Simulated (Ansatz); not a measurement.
The system is MnO2.

```
Mn O
1.0
     1.42843    0.82471    4.58393
    -1.42843    0.82471    4.58393
     0.00000   -1.64941    4.58393
Mn O
1 2
Cartesian
  0.0000 0.0000 0.0000
  0.0000 0.0000 10.1163
  0.0000 0.0000 3.6355
```

Measurements of this composition are mostly on another form, of space group No. 136.

| Item | Value |
| --- | --- |
| Program | Ansatz 0.2.0 |
| Task | relaxation of cell and atoms |
| Functional | PBEsol |
| Dispersion | D4 |
| Potentials or basis | Ansatz PAW |
| Cutoff | 420 eV (not typed: the program's choice for these potentials) |
| k mesh | 11 × 11 × 11 |
| Occupations | fermi-dirac, width 0.05 eV |
| Spin | collinear spin, ferromagnetic start |
| Starting moments | [4.0, 0.0, 0.0] μB |

At the start: volume 10.80 Å³/atom.

Task: How do energy, volume and symmetry change on relaxing?

Result: It ends after 8 steps and the volume is 10.44 Å³/atom (-3.3 %); space group R-3m (No. 166, to 0.05 Å); moment 3.00 μB per cell.

Step by step:
```csv
step,energy change (eV),largest force (eV/Å),volume (Å³)
1,0.0000,0.1772,32.40
2,-0.0093,0.1206,31.71
3,-0.0114,0.0010,31.51
4,-0.0075,0.0014,31.51
5,-0.0084,0.0030,31.35
6,-0.0076,0.0032,31.35
7,-0.0078,0.0024,31.32
8,-0.0076,0.0024,31.32
```

Final structure:
```xyz
3
Lattice="1.4186 0.8190 4.4922 -1.4186 0.8190 4.4922 0.0000 -1.6381 4.4922" Properties=species:S:1:pos:R:3 pbc="T T T"
Mn    0.0000    0.0000    0.0000
O     0.0000    0.0000    9.9314
O     0.0000    0.0000    3.5452
```

Caveat: the plane-wave basis is chosen anew once the cell has moved, so the energies of steps on either side of that aren't comparable; the pressure holds a Pulay correction of +0.8 GPa for the finite cutoff; a cell with one magnetic atom can't hold antiferromagnetic order, which such compounds often take; the PAW data sets come from PBE, with cores solved anew for the run's functional, which leaves a small shift of forces and pressure.
